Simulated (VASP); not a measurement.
Set up this calculation in VASP 6.6.1, as the native input.

* Task: core levels
* Functional: PBEsol
* Potentials or basis: VASP PAW PBE potentials, release 64 (Al, Pt)
* Cutoff: 520 eV
* k mesh: 9 × 9 × 9
* Occupations: methfessel-paxton, width 0.1 eV
* Spin: no spin polarisation
* Further INCAR settings: ALGO = Normal; EDIFF = 1e-06

The structure of Al2Pt lies in POSCAR:

```
Al2Pt
1.0
    0.0000000000      2.9550000000      2.9550000000
    2.9550000000      0.0000000000      2.9550000000
    2.9550000000      2.9550000000      0.0000000000
Al Pt
2 1
Direct
    0.2500000000      0.2500000000      0.2500000000
    0.7500000000      0.7500000000      0.7500000000
    0.0000000000      0.0000000000      0.0000000000
```

These files were run (other wordings do the same):

INCAR

```
SYSTEM = Al2Pt
  ALGO = Normal
  EDIFF = 1E-6
  ENCUT = 520
  GGA = PS
  ICORELEVEL = 1
  ISIF = 2
  ISMEAR = 1
  LASPH = .TRUE.
  LCHARG = .FALSE.
  LREAL = .FALSE.
  LWAVE = .FALSE.
  NELM = 80
  PREC = Accurate
  SIGMA = 0.1
```

KPOINTS

```
k-points
0
G
  9 9 9
  0 0 0
```

Potentials or basis: VASP PAW PBE potentials, release 64 (Al, Pt).

Run with:

```console
$ cat potpaw_PBE.64/Al/POTCAR potpaw_PBE.64/Pt/POTCAR > POTCAR
$ mpirun -np 1 vasp_std > vasp.out
```

It gave:

```
Pressure               : -1.1 GPa
Band gap on the k mesh : none (metal or under the smearing width)
```

Caveat: the PAW data sets were made with another functional, which shifts forces and pressure a little.

Run time: 15 s on 1 thread of Intel(R) Xeon(R) Platinum 8259CL CPU @ 2.50GHz (Skylake/Cascade Lake), with other jobs on the host, peak memory 0.18 GiB.
